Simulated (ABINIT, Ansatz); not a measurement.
# LiH (Fm-3m): modes at Γ and the response to a field, part 2 of 2

Aim: the zone-centre modes of LiH (Fm-3m).

ABINIT 10.8.3; DFT LDA, scalar-relativistic, plane waves, PseudoDojo norm-conserving pseudopotentials.

So far. Step 3 (Ground state): The cell stands at -0.49 GPa: the relaxation ran with a smoothed cutoff and on another k mesh. Step 5 (Zone-centre response): The acoustic modes at Γ come out as far as 0.4 cm⁻¹ from zero, where they should vanish, a small numerical error; the Born charges miss their sum rule by 0.0087 e, which is good. The relaxed cell has a = 3.910 Å (conventional setting).

The database entry behind the starting cell differs from later determinations by our own check (the deuteride, about 0.2 % short), so it need not match the best structure at ambient conditions.

### Step 6. Zone-centre analysis

anaddb reads the merged derivatives, imposes the acoustic sum rule and charge neutrality, and adds the LO-TO term along chosen directions.

anaddb.abi reads:

```
ddb_filepath "gamma_DDB"
output_file "anaddb.abo"
outdata_prefix "anaddb"
asr 1
chneut 1
enunit 2
eivec 1
nph1l 1
qph1l 0.0 0.0 0.0 1.0
dieflag 1
nph2l 3
qph2l 
    1.0 0.0 0.0 0.0
    0.0 0.0 1.0 0.0
    1.0 1.0 1.0 0.0
```

mrgddb.in reads:

```
gamma_DDB
merged
2
dfpt_gammao_DS2_DDB
gso_DDB
```

Command:

```sh
> mrgddb < mrgddb.in > mrgddb.log
> OMP_NUM_THREADS=1 anaddb anaddb.abi > anaddb.log
```

anaddb.abo, the main output file:

```text
[banners, grids, parts of the stress and lines that vanish by symmetry left out]
-outvars_anaddb: echo values of input variables ----------------------

 Flags :
[...]
Dielectric Tensor and Effective Charges
[...]
Effective charge tensors after
[...]
Phonon wavevector (reduced coordinates) :  0.00000  0.00000  0.00000
 Phonon energies in Hartree :
[...]
Phonon energies in meV     :
-  0.000000E+00  0.000000E+00  0.000000E+00  8.034545E+01  8.034545E+01
-  8.034545E+01
 Phonon frequencies in cm-1    :
-  0.000000E+00  0.000000E+00  0.000000E+00  6.480298E+02  6.480298E+02
-  6.480298E+02
 Phonon frequencies in Thz     :
-  0.000000E+00  0.000000E+00  0.000000E+00  1.942744E+01  1.942744E+01
-  1.942744E+01
 Phonon energies in Kelvin  :
-  0.000000E+00  0.000000E+00  0.000000E+00  9.323703E+02  9.323703E+02
-  9.323703E+02
[...]
-  1  0.00000000E+00  4.82302529E-07  8.30740536E-03
-     0.00000000E+00  0.00000000E+00  0.00000000E+00
-  2  0.00000000E+00  4.82301971E-07  8.30739575E-03
-     0.00000000E+00  0.00000000E+00  0.00000000E+00
[...]
-  1  0.00000000E+00  8.30740536E-03 -4.82302529E-07
-     0.00000000E+00  0.00000000E+00  0.00000000E+00
-  2  0.00000000E+00  8.30739575E-03 -4.82301971E-07
-     0.00000000E+00  0.00000000E+00  0.00000000E+00
[...]
-  1  8.30740538E-03  0.00000000E+00  0.00000000E+00
-     0.00000000E+00  0.00000000E+00  0.00000000E+00
-  2  8.30739577E-03  0.00000000E+00  0.00000000E+00
-     0.00000000E+00  0.00000000E+00  0.00000000E+00
[...]
-  1  1.76386178E-07  2.88160746E-07  3.16571064E-03
-     0.00000000E+00  0.00000000E+00  0.00000000E+00
-  2 -1.21465353E-06 -1.98437015E-06 -2.18001300E-02
-     0.00000000E+00  0.00000000E+00  0.00000000E+00
[...]
-  1  4.79272580E-07  3.16571061E-03 -2.88187447E-07
-     0.00000000E+00  0.00000000E+00  0.00000000E+00
-  2 -3.30042942E-06 -2.18001298E-02  1.98455402E-06
-     0.00000000E+00  0.00000000E+00  0.00000000E+00
[...]
-  1  3.16571062E-03 -4.79288634E-07 -1.76342549E-07
-     0.00000000E+00  0.00000000E+00  0.00000000E+00
-  2 -2.18001298E-02  3.30053997E-06  1.21435309E-06
-     0.00000000E+00  0.00000000E+00  0.00000000E+00
[...]
-     1          0.000000     0.000000     0.000001     0.000001
-     2          0.000000     0.000001    -0.000000     0.000001
-     3          0.000001    -0.000000     0.000000     0.000001
-     4          0.000064     0.000105     1.148856     1.148856
-     5          0.000174     1.148856    -0.000105     1.148856
-     6          1.148856    -0.000174    -0.000064     1.148856
[...]
-   1     Real    0.0000E+00  0.0000E+00  0.0000E+00  0.0000E+00  0.0000E+00  0.0000E+00  0.0000E+00
[...]
-   2     Real    0.0000E+00  0.0000E+00  0.0000E+00  0.0000E+00  0.0000E+00  0.0000E+00  0.0000E+00
[...]
-   3     Real    0.0000E+00  0.0000E+00  0.0000E+00  0.0000E+00  0.0000E+00  0.0000E+00  0.0000E+00
[...]
-   4     Real    1.9884E-12  5.3069E-12  6.4049E-04  3.2484E-12  3.5687E-08  5.8301E-08  6.4049E-04
[...]
-   5     Real    1.4680E-11  6.4049E-04  5.3079E-12  9.6967E-08 -8.8273E-12 -5.8306E-08  6.4049E-04
[...]
-   6     Real    6.4049E-04  1.4681E-11  1.9874E-12 -9.6970E-08 -3.5678E-08  5.4016E-12  6.4049E-04
[...]
Phonon at Gamma, with non-analyticity in the
[...]
Phonon energies in Hartree :
[...]
Phonon energies in meV     :
-  0.000000E+00  0.000000E+00  0.000000E+00  8.034545E+01  8.034545E+01
-  1.369726E+02
 Phonon frequencies in cm-1    :
-  0.000000E+00  0.000000E+00  0.000000E+00  6.480298E+02  6.480298E+02
-  1.104759E+03
 Phonon frequencies in Thz     :
-  0.000000E+00  0.000000E+00  0.000000E+00  1.942744E+01  1.942744E+01
-  3.311983E+01
 Phonon energies in Kelvin  :
-  0.000000E+00  0.000000E+00  0.000000E+00  9.323703E+02  9.323703E+02
-  1.589501E+03
[...]
-  1  0.00000000E+00  4.81777516E-07  8.30740536E-03
-     0.00000000E+00  0.00000000E+00  0.00000000E+00
-  2  0.00000000E+00  4.81776958E-07  8.30739575E-03
-     0.00000000E+00  0.00000000E+00  0.00000000E+00
[...]
Phonon at Gamma, with non-analyticity in the
[...]
Phonon energies in Hartree :
[...]
Phonon energies in meV     :
-  0.000000E+00  0.000000E+00  0.000000E+00  8.034545E+01  8.034545E+01
-  1.369726E+02
 Phonon frequencies in cm-1    :
-  0.000000E+00  0.000000E+00  0.000000E+00  6.480298E+02  6.480298E+02
-  1.104759E+03
 Phonon frequencies in Thz     :
-  0.000000E+00  0.000000E+00  0.000000E+00  1.942744E+01  1.942744E+01
-  3.311983E+01
 Phonon energies in Kelvin  :
-  0.000000E+00  0.000000E+00  0.000000E+00  9.323703E+02  9.323703E+02
-  1.589501E+03
[...]
Phonon at Gamma, with non-analyticity in the
[...]
Phonon energies in Hartree :
[...]
Phonon energies in meV     :
-  0.000000E+00  0.000000E+00  0.000000E+00  8.034545E+01  8.034545E+01
-  1.369726E+02
 Phonon frequencies in cm-1    :
-  0.000000E+00  0.000000E+00  0.000000E+00  6.480298E+02  6.480298E+02
-  1.104759E+03
 Phonon frequencies in Thz     :
-  0.000000E+00  0.000000E+00  0.000000E+00  1.942744E+01  1.942744E+01
-  3.311983E+01
 Phonon energies in Kelvin  :
-  0.000000E+00  0.000000E+00  0.000000E+00  9.323703E+02  9.323703E+02
-  1.589501E+03
[...]
-  1  4.85162016E-04 -8.20909766E-03 -1.17826673E-03
-     0.00000000E+00  0.00000000E+00  0.00000000E+00
-  2  4.85159203E-04 -8.20909041E-03 -1.17826762E-03
-     0.00000000E+00  0.00000000E+00  0.00000000E+00
[...]
-  1  8.28883608E-03  4.41587571E-04  3.36415974E-04
-     0.00000000E+00  0.00000000E+00  0.00000000E+00
-  2  8.28882878E-03  4.41589354E-04  3.36417879E-04
-     0.00000000E+00  0.00000000E+00  0.00000000E+00
[...]
-  1  5.95280918E-04  1.88068286E-03 -2.47596378E-03
-     0.00000000E+00  0.00000000E+00  0.00000000E+00
-  2 -4.09930118E-03 -1.29510038E-02  1.70503050E-02
-     0.00000000E+00  0.00000000E+00  0.00000000E+00
[...]
-  1  2.51531111E-03 -1.77318395E-03 -7.42127155E-04
-     0.00000000E+00  0.00000000E+00  0.00000000E+00
-  2 -1.73212638E-02  1.22107308E-02  5.11053291E-03
-     0.00000000E+00  0.00000000E+00  0.00000000E+00
[...]
Direction                     Dielectric constant
[...]
0.00000   0.00000   1.00000     13.95621894
   1.00000   1.00000   1.00000     13.95621894
-
```

Wall time 0.52 s (1 thread of Arm Neoverse V2, shared host).

Read from the output:

```
mean static dielectric constant      : 13.96
highest mode moved by the LO-TO term : 1105 cm⁻¹
```

No LO-TO term; unit eigenvectors of the mass-weighted matrix, from anaddb's displacements. Modes at Γ, with each element's share of the kinetic energy:

| mode | frequency (cm⁻¹) | symmetry | Li % | H % |
| --- | --- | --- | --- | --- |
| 1 | 0.0 | acoustic | 87 | 13 |
| 2 | 0.0 | acoustic | 87 | 13 |
| 3 | 0.0 | acoustic | 87 | 13 |
| 4 | 648.0 | T1u | 13 | 87 |
| 5 | 648.0 | T1u | 13 | 87 |
| 6 | 648.0 | T1u | 13 | 87 |

Displacements in mode 4 (648.0 cm⁻¹), the largest set to 1:
```
Li1  0.00  0.00  0.15
H2   0.00  0.00 -1.00
```

Trace of the oscillator strength, degenerate modes summed. Infrared lines, with heights relative to the strongest:

| position (cm⁻¹) | lines merged | IR intensity, relative |
| --- | --- | --- |
| 648 | 3 | 100 |

Static dielectric tensor (ions relaxed, fixed cell):

```
13.96  0.00  0.00
 0.00 13.96  0.00
 0.00  0.00 13.96
```

The rule moves no optical mode by more than 0.1 cm⁻¹.

### Step 7. The same in Ansatz

The same cell, potentials and cutoff go through another code, on another k mesh. Its k mesh is centred on Γ.

This step: DFT LDA, scalar-relativistic, plane waves, PseudoDojo norm-conserving pseudopotentials (Ansatz 0.2.0).

input.yaml reads:

```yaml
crystal:
  lattice:
    - [0.0, 1.9550192618, 1.9550192618]
    - [1.9550192618, 0.0, 1.9550192618]
    - [1.9550192618, 1.9550192618, 0.0]
  atoms:
    - { symbol: Li, position: [0.0, 0.0, 0.0] }
    - { symbol: H, position: [0.5, 0.5, 0.5] }
kpoints:
  mp_grid: { grid: [12, 12, 12] }
hamiltonian:
  xc: lda
  pseudopotentials: { kind: nc, accuracy: standard }
scf:
  occupations: { method: fixed }
output:
  eigenvalues: true
basis:
  ecutwfc: 897.976
phonons:
  method: dfpt
  dielectric: true
  rigid_motions: translations
```

Command:

```sh
> ansatz run input.yaml --threads 2 --pin off --max-ram 4096MiB --backend cpu --events-out ev --progress --plain --runs-dir out
```

The program printed:

```text
Warning: basis.ecutwfc = 897.976 eV is below the records' recommended 1006.821291 eV, and the density's cutoff is lower with it unless basis.ecutrho_ratio is high enough to keep the records' density cutoff: compare with a run at a higher cutoff
Engine: ansatz 0.2.0, aarch64-unknown-linux-gnu
Pseudopotentials: kind: nc
Pseudopotential: Li, nc, valence charge 3, recommended cutoff 1006.821291 eV (normal), Li.nc.azcp (PseudoDojo's, or run here from an input of PseudoDojo's; its table is named by hamiltonian.pseudopotentials.accuracy)
Pseudopotential: H, nc, valence charge 1, recommended cutoff 1006.821291 eV (normal), H.nc.azcp (PseudoDojo's, or run here from an input of PseudoDojo's; its table is named by hamiltonian.pseudopotentials.accuracy)
Functional definition: SPW92
  exchange = slater_x
  correlation = pw_c
Crystal: 2 atoms, lattice volume = 14.945 Å³
Basis set: ecut = 897.976 eV, 941 PW (Γ), exchange–correlation on 60×60×60 points (8 copies of the dense FFT grid, shifted against one another)
Bands: 6, of which v1, the nominal top of the filled ones, is band 2 counted from 1 (1 counted from 0)
Symmetry: 48 space group operations
k-points: 163 of 1728 (irreducible under 8 space group operations, time reversal used)
Non-local potential: Li, projectors of the file, l = 0: 2, l = 1: 2
Non-local potential: H, projectors of the file, l = 0: 2, l = 1: 1
Initial density: superposition of atomic densities (chi_scale 0.1, normalization cell, long waves kept (reshape's long-wave potential 0.00 eV rms))
Initial wavefunctions: pseudopotential atomic-orbital guess
Functional: x = slater, c = lda
SCF iter   1: F=—  HF=-210.391678 eV  |F-HF|=—  |Δ(HF+E_count)|=         —  Δρ=6.36e-2  dr2=5.18e-1  ethr=3.10e-3  ⟨swp⟩=4.0  Hψ=7785  notcnv=0  defer=32
preconditioner: auto → none  [insulator: Δε(μ)=3.338 eV  Ē_g=15.033 eV  n_scr=0 (ndim 8)  ℏωp=13.6 eV  f_vac=0.000  ε∞_Penn≈1.8]
SCF iter   2: F=—  HF=-210.222100 eV  |F-HF|=—  |Δ(HF+E_count)|=   1.70e-1  Δρ=1.91e-2  dr2=5.07e-2  ethr=3.10e-3  ⟨swp⟩=1.9  Hψ=2557  notcnv=0  defer=291
SCF iter   3: F=—  HF=-210.204880 eV  |F-HF|=—  |Δ(HF+E_count)|=   1.72e-2  Δρ=1.49e-3  dr2=1.08e-4  ethr=1.27e-3  ⟨swp⟩=2.4  Hψ=1358  notcnv=0  defer=285
SCF iter   4: F=—  HF=-210.204948 eV  |F-HF|=—  |Δ(HF+E_count)|=   6.81e-5  Δρ=8.74e-5  dr2=1.11e-6  ethr=2.70e-6  ⟨swp⟩=2.1  Hψ=1417  notcnv=0  defer=312
SCF iter   5: F=—  HF=-210.204948 eV  |F-HF|=—  |Δ(HF+E_count)|=   2.21e-7  Δρ=1.36e-6  dr2=1.07e-10  ethr=2.78e-8  ⟨swp⟩=1.9  Hψ=1125  notcnv=0  defer=11
SCF iter   6: F=-210.204948 eV  HF=-210.204948 eV  |F-HF|=6.25e-13  |Δ(HF+E_count)|=  3.31e-10  Δρ=1.96e-7  dr2=1.54e-12  ethr=2.50e-12  ⟨swp⟩=6.9  Hψ=4887  notcnv=0
SCF 1 converged in 6 iterations: F = -210.204948 eV  dr2 = 1.54e-12
NSCF: frozen V_eff on 1 k-points
DFPT response loops at Γ: preconditioner auto → none (the input reference at scf.mixing.eps_inf says where Resta's filter doesn't serve); β = 0.50; Broyden in place of MSR1
── the response to a field inside a basis, on 14×14×14 k-points: an SCF that follows is theirs, and a resumed run solves both again ──
Bands: 3, of which v1, the nominal top of the filled ones, is band 2 counted from 1 (1 counted from 0)
k-points: 280 of 2744 (irreducible under 12 space group operations)
Initial density: handed on by an earlier stage of this run
Initial wavefunctions: pseudopotential atomic-orbital guess (no wavefunctions were taken with the density)
Eigensolver: Dense (280 Hₖ)
SCF iter   1: F=—  HF=-210.206448 eV  |F-HF|=—  |Δ(HF+E_count)|=         —  Δρ=4.84e-4  dr2=2.71e-6  ethr=1.00e-1
preconditioner: auto → none  [insulator: Δε(μ)=2.798 eV  Ē_g=9.306 eV  n_scr=0 (ndim 8)  ℏωp=13.6 eV  f_vac=0.000  ε∞_Penn≈3.1]
SCF iter   2: F=—  HF=-210.206448 eV  |F-HF|=—  |Δ(HF+E_count)|=   6.56e-8  Δρ=2.28e-4  dr2=5.70e-7  ethr=6.77e-8
SCF iter   3: F=-210.206448 eV  HF=-210.206448 eV  |F-HF|=6.00e-10  |Δ(HF+E_count)|=   1.04e-7  Δρ=7.90e-6  dr2=9.29e-10  ethr=1.43e-8
SCF 1 converged in 3 iterations: F = -210.206448 eV  dr2 = 9.29e-10
DFPT response loops at Γ: mixed as the last ones told, above
WARN: field response: ε∞ stands inside a basis, on 14×14×14 points; the force constants stand on the 12×12×12 k-mesh, whose period is 13.92 times the interband length at k = (0.0000, -0.5000, -0.5000), direct gap 2.545 eV, under 14: take them and everything formed from them as unconverged, and compare with a denser kpoints.mp_grid
SCF converged after 6 iterations
Free energy (F): -210.204948 eV
Harris-Foulkes:  -210.204948 eV  (|F-HF|=6.25e-13)
Internal energy: -210.204948 eV  (E = F + TS)
E sigma→0 (E₀):  -210.204948 eV
Fermi energy:    1.037909 eV
--- Per-component energies (eV) ---
  E_band       = -87.760236
  E_kinetic    = 155.544375
  E_local      = -133.792586  (includes V_loc(G=0)·N_el)
  E_nonlocal   = -124.704470
  E_hartree    = 42.551424
  E_xc         = -53.339873
  E_vxc        = -69.910394  (∫ρ·V_xc dr)
  E_ewald      = -96.463818
  E_smearing   = -0.000000  (= −TS)
  E_closure    = 0.000000  (closes the sum)
  Σ components = -210.204948   (vs F -210.204948, Δ=0.00e0)
--- Band table (eV; the first three rows and the last of 163) ---
  k-point 0: bands = ["-42.3606", "-4.7987", "18.1589", "19.2021", "19.2021", "19.2021"]
  k-point 1: bands = ["-42.3556", "-4.6749", "16.7540", "18.7025", "18.9037", "18.9037"]
  k-point 2: bands = ["-42.3430", "-4.3097", "13.8497", "17.7243", "18.3406", "18.3406"]
  k-point 162: bands = ["-42.2697", "0.7368", "5.9852", "5.9852", "13.1587", "19.0966"]
--- Phonons (Γ-DFPT): 2 representative perturbations + reference, on 163 of 1728 k-points (Σ response iterations 6) ---
  k mesh reduced under 8 symmetry operations, with k and −k counted as one. Each operation leaves every solved perturbation unchanged. A smaller set is not considered because the run solves the response to a homogeneous field
  ASR residual: 1.054e-4 → 0.000e0 eV/Å²; symmetrization residual: 3.295e-7 eV/Å²
  ASR residual per site (eV/Å²): 1.05e-4 5.62e-5
  Γ frequencies (cm⁻¹): 0.00 0.00 0.00 646.93 646.93 646.93
  ε∞ (high-frequency dielectric tensor):
        4.977485    -0.000000     0.000000
       -0.000000     4.977485     0.000000
        0.000000     0.000000     4.977485
  ε⁰ (static dielectric tensor: ions relaxed, cell fixed):
       14.373721     0.000000     0.000000
        0.000000    14.373721     0.000000
        0.000000     0.000000    14.373721
  ε⁰ − ε∞ (ionic part):
        9.396237     0.000000     0.000000
        0.000000     9.396237     0.000000
        0.000000     0.000000     9.396237
  softest optical mode at Γ: 646.93 cm⁻¹; the repairs (sum rule, projections) moved no ω² at Γ by more than (3.96 cm⁻¹)²
  Born effective charges Z* (e; rows j = field, columns β = displacement):
    site 0:
         1.02530    0.00000    0.00000
         0.00000    1.02530    0.00000
        -0.00000    0.00000    1.02530
    site 1:
        -1.02530   -0.00000   -0.00000
        -0.00000   -1.02530   -0.00000
         0.00000   -0.00000   -1.02530
  Z* charge neutrality: 1.558e-4 e pre-enforcement
  solved inside a basis spanned on kpoints, on 14×14×14 k-points, its susceptibility summed on 16×16×16: ε∞ is read to err by 2.0e-2, Z* by 6.9e-3 e (field_mesh: kpoints solves on kpoints); Z* is corrected for what the basis lacks
  optical modes at Γ without the LO–TO term, one row a degenerate level:
      ω (cm⁻¹)  modes    IR ((D/Å)²/amu)
        646.93      3            82.6645
  optical modes at Γ + LO–TO along q̂ = [1.0000, 0.0000, 0.0000]:
      ω (cm⁻¹)  modes    IR ((D/Å)²/amu)
        646.93      2            55.1097
       1099.36      1            27.5548
  optical modes at Γ + LO–TO along q̂ = [0.0000, 1.0000, 0.0000]:
      ω (cm⁻¹)  modes    IR ((D/Å)²/amu)
        646.93      2            55.1097
       1099.36      1            27.5548
  optical modes at Γ + LO–TO along q̂ = [0.0000, 0.0000, 1.0000]:
      ω (cm⁻¹)  modes    IR ((D/Å)²/amu)
        646.93      2            55.1097
       1099.36      1            27.5548
```

Wall time 9.7 s (2 threads); peak memory 0.4 GiB.

Numbers from this step:

```
sum-rule residual before enforcement             : 1.05e-4 eV/Å²
miss of the charge sum rule                      : 1.56e-4 e
estimated error of the dielectric tensor         : 0.02026
estimated error of the Born charges              : 0.006934 e
highest optical zone-centre mode (no LO-TO term) : 646.9 cm⁻¹
lowest optical zone-centre mode                  : 646.9 cm⁻¹
mean high-frequency dielectric constant          : 4.978
largest Born charge in size (third of the trace) : 1.025 e
mean static dielectric constant                  : 14.37
highest mode moved by the LO-TO term             : 1099 cm⁻¹
```

Transverse modes. Infrared lines, with heights relative to the strongest:

| position (cm⁻¹) | label | IR intensity ((D/Å)²/amu), degenerate modes summed, relative |
| --- | --- | --- |
| 647 | T1u | 100 |

The log warns that the force constants on this k mesh are to be taken as unconverged.

### Step 8. Side by side: ABINIT PseudoDojo and Ansatz, PseudoDojo

Worked out from the results:

| Property | Result |
| --- | --- |
| root-mean-square difference | 1.1 cm⁻¹ |
| largest difference | 1.1 cm⁻¹ |

Frequencies side by side, by row:

| q (reciprocal lattice) | mode | ABINIT PseudoDojo (cm⁻¹) | Ansatz, PseudoDojo (cm⁻¹) |
| --- | --- | --- | --- |
| 0 0 0 | 1 | 0 | 0 |
| 0 0 0 | 2 | 0 | 0 |
| 0 0 0 | 3 | 0 | 0 |
| 0 0 0 | 4 | 648 | 646.9 |
| 0 0 0 | 5 | 648 | 646.9 |
| 0 0 0 | 6 | 648 | 646.9 |

The two runs side by side. Further quantities:

| quantity | ABINIT PseudoDojo | Ansatz, PseudoDojo |
| --- | --- | --- |
| mean ε∞ | 4.802 | 4.978 |
| largest Born charge in size (e; the first before, the second after the charge sum rule) | 1.018 | 1.025 |
| summed IR intensity ((D/Å)²/amu) | 80.81 | 82.67 |

At the zone centre the largest difference (acoustic modes at Γ apart) is 0.2 % of the highest mode; ε∞ differs by 3.5 %.

### Step 9. Summary of results

```
space group after relaxation                                           : Fm-3m
volume per atom                                                        : 7.47 Å³
highest optical zone-centre mode (no LO-TO term)                       : 648.0 cm⁻¹
highest mode moved by the LO-TO term                                   : 1105 cm⁻¹
mean high-frequency dielectric constant                                : 4.80
largest Born charge in size (third of the trace)                       : 1.02 e
mean static dielectric constant                                        : 14.0
imaginary optical modes at the zone centre (no q mesh in this session) : none
largest difference from Ansatz, PseudoDojo                             : 1.1 cm⁻¹
```

In words: At the LDA level the optical modes of LiH (Fm-3m) at the zone centre (no LO-TO term) lie at 648 cm⁻¹. The base run prints -0.49 GPa, mostly the error of a finite basis; the relaxation, with a smoothed cutoff, had brought the cell to rest. Along the directions run, the highest mode that the macroscopic field moves lies at 1105 cm⁻¹. Lattice motion raises the mean dielectric constant from 4.802 to 13.96. The Lyddane-Sachs-Teller relation holds: (ωLO/ωTO)² is 2.91 and ε₀/ε∞ is 2.91. ABINIT PseudoDojo and Ansatz, PseudoDojo differ by 1.1 cm⁻¹ in the root mean square and by 1.1 cm⁻¹ at most, 0.2 % of the highest mode compared (acoustic modes at Γ left out). The highest LO mode, which hangs on the field response, is 1105 against 1099 cm⁻¹. These are harmonic frequencies at zero temperature: anharmonic shifts and linewidths and thermal expansion are left out. Ansatz warns that the cutoff lies 11 % under the one recommended for these files; agreement at one cutoff is not convergence. Ansatz's log warns that force constants on this k mesh are to be taken as unconverged.

[Host names and launcher messages were left out of these logs when they were recorded.]

[Logs are printed without paths, hosts, clocks, repeated set-up lines and the standing remarks that a program may print on its own settings, such as how far it seeks lower states.]

[Hosts, paths, dates, database ids (printed as entryN), source tags and the programs' standing remarks are cut or masked in the printed files.]
